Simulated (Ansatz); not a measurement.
Input of an Ansatz 0.2.0 run:

File input.yaml:

```yaml
crystal:
  lattice:
    - [0.0, 2.82891, 2.82891]
    - [2.82891, 0.0, 2.82891]
    - [2.82891, 2.82891, 0.0]
  atoms:
    - { symbol: Ge, position: [0.75, 0.75, 0.75] }
    - { symbol: Ge, position: [0.5, 0.5, 0.5] }
hamiltonian:
  xc: blyp
  pseudopotentials: { kind: paw }
kpoints:
  mp_grid: { grid: [8, 8, 8] }
scf:
  occupations: { method: fermi_dirac, width: 0.05 }
output:
  forces: true
  stress: true
relax:
  f_tol: 0.01
  max_steps: 40
  cell: { stress_tol: 0.05 }
```

Potentials or basis: Ansatz PAW.

Run with:

```console
$ ansatz run input.yaml --threads 2 --pin off --max-ram 5120MiB --backend cpu --events-out ev --progress --plain --runs-dir out
```

(1) Estimate the space group after relaxing (to 0.05 Å).

(2) Estimate the relaxed cell.

(3) What does it give for the relaxed volume?

Results:

(1) Fd-3m (No. 227).

(2) a = 4.160 Å, b = 4.160 Å, c = 4.160 Å, α = 60.00°, β = 60.00°, γ = 60.00°.

(3) 25.45 Å³/atom.

Caveat: the volume moved by +12 % from the deposited cell, more than functionals usually miss; the PAW data sets come from PBE, with cores solved anew for the run's functional, which leaves a small shift of forces and pressure.

The cell as given is a measured one (22.64 Å³/atom); BLYP puts the equilibrium volume +12.4 % from it, thermal expansion not counted.
